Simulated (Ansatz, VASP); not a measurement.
Given: the input of a run of VASP 6.6.1 on Bi.

The input INCAR:

```
PREC     = Accurate       # precision mode
ENCUT    = 520            # plane-wave cutoff, eV
EDIFF    = 1E-7           # SCF threshold, eV
ISMEAR   = -1             # smearing method
SIGMA    = 0.05           # smearing width, eV
LREAL    = False          # projectors in reciprocal space
LASPH    = True           # aspherical terms in the spheres
NELM     = 60             # most SCF steps
ALGO     = Normal         # electronic algorithm
ISIF     = 2              # what is computed and relaxed
LWAVE    = False          # write WAVECAR
LCHARG   = False          # write CHGCAR
GGA      = PS             # functional
NBANDS   = 22             # bands
```

Contents of KPOINTS:

```
regular mesh
0
Gamma
  8 8 4
```

Contents of POSCAR:

```
Bi
1.0
    3.2809913467      0.0000000000      0.0000000000
    0.0000000000      3.2640382254      0.0000000000
   -0.0815136175      0.0000000000      6.5286865229
Bi
2
Direct
    0.5442472500      0.0000000000      0.7495778900
    0.4557527500      0.0000000000      0.2504221100
```

Potentials or basis: VASP PAW PBE potentials, release 64 (Bi_d).

The run is started by

```sh
$ cat potpaw_PBE.64/Bi_d/POTCAR > POTCAR
$ mpirun -np 1 vasp_std > vasp.out
```

Q: Translate it to Ansatz 0.2.0. Potentials there: Ansatz PAW.

A: As run (the cutoff follows the program's own potentials):

File input.yaml:

```yaml
crystal:
  lattice:
    - [3.2809913467, 0.0, 0.0]
    - [0.0, 3.2640382254, 0.0]
    - [-0.0815136175, 0.0, 6.5286865229]
  atoms:
    - { symbol: Bi, position: [0.54424725, 0.0, 0.74957789] }
    - { symbol: Bi, position: [0.45575275, 0.0, 0.25042211] }
hamiltonian:
  xc: pbesol
  pseudopotentials: { kind: paw }
kpoints:
  mp_grid: { grid: [8, 8, 4] }
scf:
  occupations: { method: fermi_dirac, width: 0.05 }
output:
  forces: true
  stress: true
  eigenvalues: true
```

Potentials or basis: Ansatz PAW.

The run is started by

```console
$ ansatz run input.yaml --threads 1 --pin off --max-ram 3584MiB --backend cpu --events-out ev --progress --plain --runs-dir out
```

Both were run:

|  | VASP | Ansatz | Ansatz less VASP |
| --- | --- | --- | --- |
| gap on the k mesh at the Fermi level (eV) | none | none | - |
| pressure (GPa) | -2.4 | -2.3 | +0.07 |
| largest component of the traceless stress (GPa) | 0.51 | 0.51 | +0.003 |
| rms of the force components (eV/Å) | 0.011 | 0.011 | +0.0001 |

Atom by atom the forces differ by 0.000 eV/Å (rms over components). A gap of «none» marks a metal or a gap that the smearing closes.

Caveats: spin-orbit coupling is left out, which moves the levels of the heavy elements; the PAW data sets were made with another functional, which shifts forces and pressure a little (VASP); the PAW data sets come from PBE, with cores solved anew for the run's functional, which leaves a small shift of forces and pressure (Ansatz).
